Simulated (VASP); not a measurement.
# PbSe in VASP: one cell, several levels of theory, part 1 of 3

What does VASP give for PbSe in the zincblende structure, the cell held fixed? Runs: PBE, r2SCAN, LDA, PBEsol, PBE+SOC. This is a trial cell built on a prototype, not taken from a measured structure, and it needn't be the compound's ground state.

Code: VASP 6.6.1. PAW datasets, plane waves. Computed, not measured; no magnetism was allowed, and the structure may never have been made.

### Step 1. The cell

The cell comes from an earlier relaxation with r2SCAN in another program.

The symmetry is F-43m (No. 216, cubic); a = 6.846 Å in the conventional setting, 40.11 Å³ an atom. Pb has 4 Se at 2.96 Å; Se has 4 Pb at 2.96 Å.

Coordinates:

```cif
data_structure
_symmetry_space_group_name_H-M 'P 1'
_symmetry_Int_Tables_number 1
_cell_length_a 4.8411
_cell_length_b 4.8411
_cell_length_c 4.8411
_cell_angle_alpha 60.000
_cell_angle_beta 60.000
_cell_angle_gamma 60.000
_cell_volume 80.23
loop_
_atom_site_label
_atom_site_type_symbol
_atom_site_fract_x
_atom_site_fract_y
_atom_site_fract_z
_atom_site_occupancy
Pb1 Pb 0.00000 0.00000 0.00000 1
Se1 Se 0.25000 0.25000 0.25000 1
```

### Step 2. PBE at this geometry

Input file INCAR:

```
ENCUT = 520.000000
SIGMA = 0.020000
EDIFF = 1.00e-07
GGA = PE
PREC = Accurate
IBRION = -1
ISIF = 2
ISMEAR = -1
NBANDS = 17
NELM = 120
NSW = 0
LASPH = .TRUE.
LCHARG = .TRUE.
LELF = .TRUE.
LWAVE = .FALSE.
LREAL = .FALSE.
```

Input file KPOINTS:

```
KPOINTS created by Atomic Simulation Environment
0
Gamma
6 6 6
0 0 0
```

Input file KPOINTS_OPT:

```
special points
6
Reciprocal
0.0000000000 0.0000000000 0.0000000000 1
0.5000000000 0.0000000000 0.5000000000 1
0.5000000000 0.2500000000 0.7500000000 1
0.3750000000 0.3750000000 0.7500000000 1
0.5000000000 0.5000000000 0.5000000000 1
0.6250000000 0.2500000000 0.6250000000 1
```

Input file POSCAR:

```
Pb Se
 1.0000000000000000
     0.0000000000000000    3.4232041300268978    3.4232041300268978
     3.4232041300268978   -0.0000000000000000    3.4232041300268978
     3.4232041300268978    3.4232041300268978   -0.0000000000000000
 Pb  Se
   1   1
Cartesian
 -0.0000000000000000 -0.0000000000000000  0.0000000000000000
  1.7116020650134487  1.7116020650134487  1.7116020650134487
```

The run uses the recommended PBE PAW datasets (20 valence electrons a neutral cell).

The run is started by

```bash
> mpirun -np 1 vasp_std
```

Standard output, without the iteration lines:

```text
POSCAR found type information on POSCAR PbSe
 POSCAR found :  2 types and       2 ions
 LDA part: xc-table for (Slater+PW92), standard interpolation
 POSCAR, INCAR and KPOINTS ok, starting setup
 FFT: planning ... GRIDC
 FFT: planning ... GRID_SOFT
 FFT: planning ... GRID
 WAVECAR not read
 entering main loop
 Start KPOINTS_OPT (optional k-point list driver)
k-point batch [1-6\6]
```

OSZICAR:

```text
N       E                     dE             d eps       ncg     rms          rms(c)
DAV:   1     0.161105274431E+03    0.16111E+03   -0.91028E+03   544   0.109E+03
DAV:   2     0.558824695493E+01   -0.15552E+03   -0.15004E+03   580   0.281E+02
DAV:   3    -0.792375545051E+01   -0.13512E+02   -0.13428E+02   695   0.925E+01
DAV:   4    -0.827234463598E+01   -0.34859E+00   -0.34827E+00   638   0.187E+01
DAV:   5    -0.828559272750E+01   -0.13248E-01   -0.13248E-01   772   0.341E+00    0.305E+00
DAV:   6    -0.783394152736E+01    0.45165E+00   -0.12072E+00   812   0.637E+00    0.172E+00
DAV:   7    -0.782831678441E+01    0.56247E-02   -0.16333E-01   588   0.174E+00    0.903E-01
DAV:   8    -0.783385285420E+01   -0.55361E-02   -0.18235E-02   612   0.142E+00    0.133E-01
DAV:   9    -0.783398509308E+01   -0.13224E-03   -0.55279E-03   738   0.575E-01    0.103E-01
DAV:  10    -0.783438512211E+01   -0.40003E-03   -0.65089E-04   565   0.177E-01    0.356E-02
DAV:  11    -0.783449581074E+01   -0.11069E-03   -0.21487E-04   628   0.108E-01    0.176E-02
DAV:  12    -0.783451041752E+01   -0.14607E-04   -0.37292E-05   621   0.531E-02    0.504E-03
DAV:  13    -0.783451185200E+01   -0.14345E-05   -0.18558E-06   616   0.117E-02    0.291E-03
DAV:  14    -0.783451223322E+01   -0.38122E-06   -0.10583E-06   599   0.768E-03    0.222E-04
DAV:  15    -0.783451223479E+01   -0.15730E-08   -0.56744E-08   550   0.145E-03
   1 F= -.78345122E+01 E0= -.78345122E+01  d E =-.318297E-09
       N       E                     dE             ncg
DAV:   1     0.203572354497E+03   -0.30437E+04      204
DAV:   2    -0.717293480729E+03   -0.92087E+03      237
DAV:   3    -0.791741073465E+03   -0.74448E+02      252
DAV:   4    -0.793846679816E+03   -0.21056E+01      255
DAV:   5    -0.793923836093E+03   -0.77156E-01      290
DAV:   6    -0.793926740651E+03   -0.29046E-02      269
DAV:   7    -0.793926763269E+03   -0.22618E-04      324
DAV:   8    -0.793926763661E+03   -0.39184E-06      262
DAV:   9    -0.793926763664E+03   -0.34186E-08      227
```

The lines after F= are the extra pass for the points of KPOINTS_OPT, at fixed density; their E is not a total energy.

OUTCAR, selected sections:

```text
k-points           NKPTS =     16   k-points in BZ     NKDIM =     16   number of bands    NBANDS=     17

   NELECT =      20.0000    total number of electrons

   dimension x,y,z NGX =    36 NGY =   36 NGZ =   36
   dimension x,y,z NGXF=    72 NGYF=   72 NGZF=   72

  energy-cutoff  :      520.00
  volume of cell :       80.23
      direct lattice vectors                 reciprocal lattice vectors
     0.000000000  3.423204130  3.423204130    -0.146061988  0.146061988  0.146061988
     3.423204130  0.000000000  3.423204130     0.146061988 -0.146061988  0.146061988
     3.423204130  3.423204130  0.000000000     0.146061988  0.146061988 -0.146061988

 k-points in reciprocal lattice and weights: KPOINTS created by Atomic Simulation Env
   0.00000000  0.00000000  0.00000000       0.005
   0.16666667  0.00000000  0.00000000       0.037
   0.33333333  0.00000000  0.00000000       0.037
   0.50000000  0.00000000  0.00000000       0.019
   0.16666667  0.16666667  0.00000000       0.028
   0.33333333  0.16666667  0.00000000       0.111
   0.50000000  0.16666667  0.00000000       0.111
  -0.33333333  0.16666667  0.00000000       0.111
[... 8 more k-points ...]

 E-fermi :   2.6166

 k-point     1 :       0.0000    0.0000    0.0000
  band No.  band energies     occupation
      1     -14.4569      2.00000
      2     -14.4568      2.00000
      3     -14.4568      2.00000
      4     -14.4261      2.00000
      5     -14.4261      2.00000
      6     -10.4429      2.00000
      7      -4.0446      2.00000
      8       0.7194      2.00000
      9       0.7194      2.00000
     10       0.7194      2.00000
     11       4.4564      0.00000
     12       4.4564      0.00000
     13       4.4564      0.00000
     14       7.0569      0.00000
     15      10.5636      0.00000
     16      10.5636      0.00000
     17      11.3748      0.00000

 k-point     2 :       0.1667    0.0000    0.0000
  band No.  band energies     occupation
      1     -14.4634      2.00000
      2     -14.4545      2.00000
      3     -14.4545      2.00000
      4     -14.4260      2.00000
      5     -14.4260      2.00000
      6     -10.3147      2.00000
      7      -4.4318      2.00000
      8       0.5643      2.00000
      9       0.5643      2.00000
     10       0.7059      2.00000
     11       4.4110      0.00000
     12       4.7128      0.00000
     13       4.7128      0.00000
     14       8.1259      0.00000
     15       9.8542      0.00000
     16       9.8542      0.00000
     17      10.7737      0.00000

 k-point     3 :       0.3333    0.0000    0.0000
  band No.  band energies     occupation
      1     -14.4762      2.00000
      2     -14.4507      2.00000
      3     -14.4507      2.00000
      4     -14.4248      2.00000
      5     -14.4248      2.00000
      6     -10.0211      2.00000
      7      -5.1699      2.00000
      8       0.3027      2.00000
      9       0.3027      2.00000
     10       0.4818      2.00000
     11       5.0968      0.00000
     12       5.0968      0.00000
     13       5.2105      0.00000
     14       8.8326      0.00000
     15       9.9470      0.00000
     16       9.9470      0.00000
     17      11.1470      0.00000

 k-point     4 :       0.5000    0.0000    0.0000
  band No.  band energies     occupation
      1     -14.4826      2.00000
      2     -14.4493      2.00000
      3     -14.4493      2.00000
      4     -14.4237      2.00000
      5     -14.4237      2.00000
      6      -9.8481      2.00000
      7      -5.5395      2.00000
      8       0.1890      2.00000
      9       0.1890      2.00000
     10       0.3361      2.00000
     11       5.2188      0.00000
     12       5.2188      0.00000
     13       5.9941      0.00000
     14       8.8736      0.00000
     15      10.2611      0.00000
     16      10.7151      0.00000
     17      10.7151      0.00000

 k-point     5 :       0.1667    0.1667    0.0000
  band No.  band energies     occupation
      1     -14.4683      2.00000
      2     -14.4522      2.00000
      3     -14.4522      2.00000
      4     -14.4275      2.00000
      5     -14.4246      2.00000
      6     -10.2710      2.00000
      7      -4.5429      2.00000
      8       0.3241      2.00000
      9       0.3241      2.00000
     10       1.1776      2.00000
     11       3.7549      0.00000
     12       5.1152      0.00000
     13       5.1152      0.00000
     14       8.4342      0.00000
     15       8.8055      0.00000
     16      10.8095      0.00000
     17      12.0373      0.00000

 k-point     6 :       0.3333    0.1667    0.0000
  band No.  band energies     occupation
      1     -14.4791      2.00000
      2     -14.4488      2.00000
      3     -14.4479      2.00000
      4     -14.4280      2.00000
      5     -14.4233      2.00000
      6     -10.0268      2.00000
      7      -5.1285      2.00000
      8      -0.1384      2.00000
      9       0.0493      2.00000
     10       1.4044      2.00000
     11       3.8773      0.00000
     12       5.6037      0.00000
     13       5.6182      0.00000
     14       8.4918      0.00000
     15       9.7634      0.00000
     16      10.8001      0.00000
     17      11.8323      0.00000

 k-point     7 :       0.5000    0.1667    0.0000
  band No.  band energies     occupation
      1     -14.4857      2.00000
      2     -14.4477      2.00000
      3     -14.4461      2.00000
      4     -14.4262      2.00000
      5     -14.4231      2.00000
      6      -9.7955      2.00000
      7      -5.6014      2.00000
      8      -0.5753      2.00000
      9      -0.0133      2.00000
     10       1.3852      2.00000
     11       4.6601      0.00000
     12       5.6900      0.00000
     13       5.8668      0.00000
     14       9.0282      0.00000
     15       9.9296      0.00000
     16      10.8779      0.00000
     17      11.0514      0.00000

[... the tables of k-points 8 to 16 left out ...]

  Total        0.3703995      0.3703995      0.3703995      0.0000000      0.0000000      0.0000000
  in kB        7.3969477      7.3969477      7.3969477      0.0000000      0.0000000      0.0000000
  external PRESSURE =       7.3969477 kB  Pullay stress =       0.0000000 kB

 POSITION                                       TOTAL-FORCE (eV/Angst)
 -----------------------------------------------------------------------------------
      0.00000      0.00000      0.00000        -0.000000     -0.000000     -0.000000
      1.71160      1.71160      1.71160         0.000000      0.000000      0.000000
 -----------------------------------------------------------------------------------
    total drift:                                0.000000      0.000000      0.000000

  FREE ENERGIE OF THE ION-ELECTRON SYSTEM (eV)
  ---------------------------------------------------
  free  energy   TOTEN  =        -7.8345122348 eV

  energy  without entropy=       -7.8345122345  energy(sigma->0) =       -7.83451223
```

Wall time 11 s (1 MPI rank of Intel Xeon 6975P-C, shared host); peak memory 0.21 GiB.

The levels at the points of KPOINTS_OPT are read from vasprun.xml.

Near the gap, in eV above the top of the last filled band v; c is the band after it:

| point | v−1 | v | c | c+1 |
| --- | --- | --- | --- | --- |
| Γ | -1.64 | -1.64 | 2.10 | 2.10 |
| X | -2.87 | -0.53 | 0.62 | 4.84 |
| W | -3.07 | 0.00 | 2.15 | 2.74 |
| K | -2.66 | -0.39 | 1.66 | 3.93 |
| L | -2.17 | -2.02 | 2.86 | 2.86 |
| U | -2.66 | -0.39 | 1.66 | 3.93 |

PBE gives an indirect gap of 0.62 eV, from W to X; the least direct gap is 1.15 eV. Pressure: 0.74 GPa; the forces vanish within 0.01 eV/Å.

Axes a, b and c in the maps are those of this run's conventional cell (a, b, c = 6.846, 6.846, 6.846 Å).

Density in a lattice plane of the grid's cell (edges 6.85 and 6.85 Å, at 0.000 of the third edge), which holds Pb.

Ten even steps from ' ' (0.01 e/Å³) to '@' (8.40 e/Å³):
```
##++--..                                  ..--++
--::..                                      ..::
                                                
                                                
                                                
                                                
                                                
                    ..::--::..                  
                  ..--++##++--..                
                  ..==##@@##==..                
                  ..--++##++--..                
                    ..::--::..                  
                                                
                                                
                                                
                                                
                                                
--::..                                      ..::
##++--..                                  ..--++
@@##==..                                  ..==##
```
Columns run along the first of these edges and rows up along the second, over one cell in 24 and 20 even steps from the bottom left corner. Atoms in the plane (fractional): Pb at (0.00, 0.00), Pb at (0.50, 0.50).

ELF in the same plane.

Ten even steps from ' ' (0.00) to '@' (0.86):
```
....==++==::..                      ..::==++==..
====++==--::......              ......::--==++==
++++==--::..::::::..          ..::::::..::--==++
----::::::::----::..          ..::----::::::::--
........::--==--::..............::--==--::......
      ..::----::::::::------::::::::----::..    
      ..::::::..::--==++++++==--::..::::::..    
        ......::--==++======++==--::......      
            ..::==++==......==++==::..          
            ..--==++::::@@::::++==--..          
            ..::==++==......==++==::..          
        ......::--==++======++==--::......      
      ..::::::..::--==++++++==--::..::::::..    
      ..::----::::::::------::::::::----::..    
........::--==--::..............::--==--::......
----::::::::----::..          ..::----::::::::--
++++==--::..::::::..          ..::::::..::--==++
====++==--::......              ......::--==++==
....==++==::..                      ..::==++==..
@@::::++==--..                      ..--==++::::
```
Columns run along the first of these edges and rows up along the second, over one cell in 24 and 20 even steps from the bottom left corner. Atoms in the plane (fractional): Pb at (0.00, 0.00), Pb at (0.50, 0.50).

Both are smooth fields of the valence electrons: close to the nuclei they are not physical.

The highest ELF values outside the cores: 0.87 in the shell around Se, 0.8 Å from Se.

(Continued in part 2 of 3.)
